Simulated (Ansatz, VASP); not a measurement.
## ZrB6: VASP beside Ansatz

INCAR

```
PREC = Accurate ; ENCUT = 600
EDIFF = 1E-6 ; ISMEAR = 0
SIGMA = 0.1 ; LREAL = F
LASPH = T ; NELM = 60
ALGO = Normal ; ISIF = 3
LWAVE = F ; LCHARG = F
GGA = PE ; IBRION = 2
NSW = 100 ; EDIFFG = -0.01
```

File KPOINTS:

```
Automatic mesh
0
Gamma
  10 10 10
```

File POSCAR:

```
ZrB6
1.0
    4.0503815559      0.0000000000      0.0000000000
    0.0000000000      4.0503815559      0.0000000000
    0.0000000000      0.0000000000      4.0503815559
Zr B
1 6
Direct
    0.0000000000      0.0000000000      0.0000000000
    0.5000000000      0.5000000000      0.1974915545
    0.5000000000      0.5000000000      0.8025084455
    0.1974915545      0.5000000000      0.5000000000
    0.8025084455      0.5000000000      0.5000000000
    0.5000000000      0.1974915545      0.5000000000
    0.5000000000      0.8025084455      0.5000000000
```

Input for Ansatz:

```yaml
crystal:
  lattice:
    - [4.0503815559, 0.0, 0.0]
    - [0.0, 4.0503815559, 0.0]
    - [0.0, 0.0, 4.0503815559]
  atoms:
    - { symbol: Zr, position: [0.0, 0.0, 0.0] }
    - { symbol: B, position: [0.5, 0.5, 0.1974915545] }
    - { symbol: B, position: [0.5, 0.5, 0.8025084455] }
    - { symbol: B, position: [0.1974915545, 0.5, 0.5] }
    - { symbol: B, position: [0.8025084455, 0.5, 0.5] }
    - { symbol: B, position: [0.5, 0.1974915545, 0.5] }
    - { symbol: B, position: [0.5, 0.8025084455, 0.5] }
basis:
  ecutwfc: 420
kpoints:
  mp_grid: { grid: [10, 10, 10] }
hamiltonian:
  xc: pbe
scf:
  occupations: { method: gaussian, width: 0.1 }
output:
  forces: true
  stress: true
  eigenvalues: true
relax:
  adjacent_minimum: "off"
  f_tol: 0.01
  max_steps: 80
  cell: { stress_tol: 0.05 }
```

Change from the starting cell: species swapped into the CaB6 type (Pm-3m, No. 221).

Alike in both runs: task relaxation of cell and atoms; functional PBE; k mesh 10 × 10 × 10; occupations gaussian, width 0.1 eV; no spin polarisation.

|  | VASP | Ansatz |
| --- | --- | --- |
| version | VASP 6.6.1 | Ansatz 0.2.0 |
| potentials or method | VASP PAW PBE potentials, release 64 (Zr_sv, B) | scalar-relativistic, plane waves, PAW |
| plane-wave cutoff (eV) | 600 | 420 |
| valence electrons in the cell | 30 | 30 |

```csv
,VASP,Ansatz,Ansatz less VASP
"gap on the k mesh at the Fermi level, each at its own relaxed structure (eV)",none,none,-
relaxed volume (Å³/atom),9.50,9.50,+0.004
relaxed cell length with the largest relative difference (Å),4.051,4.052,+0.0006
```

A gap of «none» marks a metal or a gap that the smearing closes.
